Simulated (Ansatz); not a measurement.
## TiO2: equation of state with BLYP

Crystal: TiO2.

```
CELL_PARAMETERS angstrom
4.59984 0.00000 0.00000
0.00000 4.59984 0.00000
0.00000 0.00000 2.95921
ATOMIC_POSITIONS crystal
Ti 0.00000 0.00000 0.50000
Ti 0.50000 0.50000 0.00000
O 0.30432 0.30432 0.50000
O 0.19568 0.80432 0.00000
O 0.80432 0.19568 0.00000
O 0.69568 0.69568 0.50000
```

The cell is a database's computed one.

```
Program             : Ansatz 0.2.0
Task                : equation of state
Functional          : BLYP
Potentials or basis : Ansatz PAW
Cutoff              : 420 eV
Density cutoff      : 1680 eV
k mesh              : 6 × 6 × 9
Occupations         : fermi-dirac, width 0.05 eV
Spin                : no spin polarisation
```

The equilibrium volume is 10.88 Å³/atom and the bulk modulus at fixed shape and positions is 216 GPa. The pressure derivative of the bulk modulus is 4.3.

Energy against volume, from the lowest point:
| volume (Å³/atom) | energy (meV/atom) |
| --- | --- |
| 9.809 | 85.40 |
| 10.018 | 53.34 |
| 10.227 | 29.50 |
| 10.435 | 13.17 |
| 10.644 | 3.55 |
| 10.853 | 0.00 |
| 11.062 | 1.90 |

All runs of the series together: 23 s on 2 threads of Arm Neoverse V1, on a shared host.

Caveat: the potentials were made for another functional, which shifts forces and pressure; the cell was scaled at fixed shape and fractional positions, which overstates the stiffness of a crystal with free parameters, most of all of layers and chains.
